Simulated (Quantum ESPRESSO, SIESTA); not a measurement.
# Pb and spin-orbit coupling, program beside program

It takes space group Fm-3m (No. 225, cubic). Conventional cell: a = 4.950 Å, b = 4.950 Å, c = 4.950 Å, α = 90.00°, β = 90.00°, γ = 90.00°. Pb (site symmetry m-3m) has 12 Pb at 3.50 Å as nearest neighbours.

Kept alike: task band structure; functional PBE; k mesh 9 × 9 × 9; occupations fermi-dirac, width 0.05 eV. The mesh is that of the run's cell of 1 atom.

- A: Quantum ESPRESSO; PseudoDojo 0.4.1 SR PBE standard (False); PseudoDojo 0.4 FR PBE standard (True), cutoff 762 eV
- B: SIESTA; files PseudoDojo sr-pbe-0.4.1-standard, DZP (energy shift 0.003 Ry; two zetas on semicore shells) (False); files PseudoDojo fr-pbe-0.4-standard, DZP (energy shift 0.003 Ry; two zetas on semicore shells) (True), atomic orbitals

| spin-orbit coupling | A: pressure (GPa) | B: pressure (GPa) |
| --- | --- | --- |
| off | 2.25 | 2.83 |
| on | 2.33 | 2.66 |

Pressure is positive in compression; plane-wave values hold the error of the finite cutoff. For a metal such a mesh leaves the last digits unconverged.

Task: How large is the effect of spin-orbit coupling, and do the programs agree on it?

Result: From off to on the pressure moves by +0.08 in A, -0.17 in B (GPa). Row by row the programs differ by 0.33 to 0.58, and they don't agree on the direction.
